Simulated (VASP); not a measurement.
Write the native input for VASP 6.6.1 that does the following.

```yaml
Task: single point
Functional: LDA
Potentials_or_basis: VASP PAW LDA potentials, release 64 (Zn)
Cutoff: 520 eV
k_mesh: 12 × 12 × 12
Occupations: fermi-dirac, width 0.05 eV
Spin: collinear spin, typed start
Starting_moments: "[0.5] μB"
Dipole_correction: no
Further_INCAR_settings: ALGO = Fast; EDIFF = 1e-07; NBANDS = 16
```

The structure of Zn lies in POSCAR:

```
Zn
1.0
   -1.5260278541      1.5260278541      1.5260278541
    1.5260278541     -1.5260278541      1.5260278541
    1.5260278541      1.5260278541     -1.5260278541
Zn
1
Direct
    0.0000000000      0.0000000000      0.0000000000
```

This isn't the form of Zn at room conditions, which is hcp.

The cell isn't the ideal one: volume scaled by 0.92.

The input as run:

INCAR

```
SYSTEM = Zn
ALGO     = Fast           ! electronic algorithm
EDIFF    = 1E-7           ! SCF threshold, eV
ENCUT    = 520            ! plane-wave cutoff, eV
ISIF     = 2              ! what is computed and relaxed
ISMEAR   = -1             ! smearing method
ISPIN    = 2              ! spin polarisation
LASPH    = .True.         ! aspherical terms in the spheres
LCHARG   = .True.         ! write CHGCAR
LELF     = .True.         ! ELF
LORBIT   = 11             ! projections on sites
LREAL    = .False.        ! projectors in reciprocal space
LVHAR    = .True.       
LWAVE    = .False.        ! write WAVECAR
MAGMOM   = 0.5            ! initial moments
NBANDS   = 16             ! bands
NELM     = 150            ! most SCF steps
PREC     = Accurate       ! precision mode
SIGMA    = 0.05           ! smearing width, eV
```

KPOINTS

```
k-points
0
Gamma
  12 12 12
  0 0 0
```

Potentials or basis: VASP PAW LDA potentials, release 64 (Zn).

The run is started by

```bash
$ cat potpaw_LDA.64/Zn/POTCAR > POTCAR
$ mpirun -np 1 vasp_std > vasp.out
```

It gave:

```
Pressure                                              : -3.0 GPa
Band gap on the k mesh                                : none (metal or under the smearing width)
Net moment                                            : 0.00 μB per cell
Valence electrons inside the program's atomic spheres : Zn 10.82
```

Wall time 59 s on 1 thread of AMD EPYC 7571, with other jobs on the host, peak memory 0.1 GiB.
